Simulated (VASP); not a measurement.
A run of VASP 6.6.1 is set up as follows.

The input INCAR:

```
PREC = Accurate ; ENCUT = 600
EDIFF = 1E-6 ; ISMEAR = 1
SIGMA = 0.1 ; LREAL = False
LASPH = True ; NELM = 80
ALGO = Normal ; ISIF = 3
LWAVE = False ; LCHARG = False
METAGGA = TPSS ; LMIXTAU = True
IBRION = 2 ; NSW = 40
EDIFFG = -0.02
```

KPOINTS

```
Automatic mesh
0
Gamma
  11 11 11
```

POSCAR

```
Ta
1.0
   -1.6512800000      1.6512800000      1.6512800000
    1.6512800000     -1.6512800000      1.6512800000
    1.6512800000      1.6512800000     -1.6512800000
Ta
1
Direct
    0.0000000000      0.0000000000      0.0000000000
```

Potentials or basis: VASP PAW PBE potentials, release 64 (Ta_pv).

Run with:

```sh
$ cat potpaw_PBE.64/Ta_pv/POTCAR > POTCAR
$ mpirun -np 1 vasp_std > vasp.out
```

Q: What does it give for the band gap on the k mesh?

A: None (metal or under the smearing width).

Q: Estimate the space group after relaxing (to 0.05 Å).

A: Im-3m (No. 229).

Q: What does it give for the relaxed volume?

A: 17.91 Å³/atom.

Q: What does it give for the relaxed cell?

A: a = 2.855 Å, b = 2.855 Å, c = 2.855 Å, α = 109.47°, β = 109.47°, γ = 109.47°.

Step by step:
```tsv
step	energy change (eV)	largest force (eV/Å)	pressure (GPa)	volume (Å³)
1	0.0000	0.0000	-1.16	18.01
2	0.0017	0.0000	2.88	17.67
3	-0.0004	0.0000	0.00	17.91
```

Caveat: the PAW data sets were made with another functional, which shifts forces and pressure a little. The run has no spin-orbit coupling, so splittings on Ta are missing.
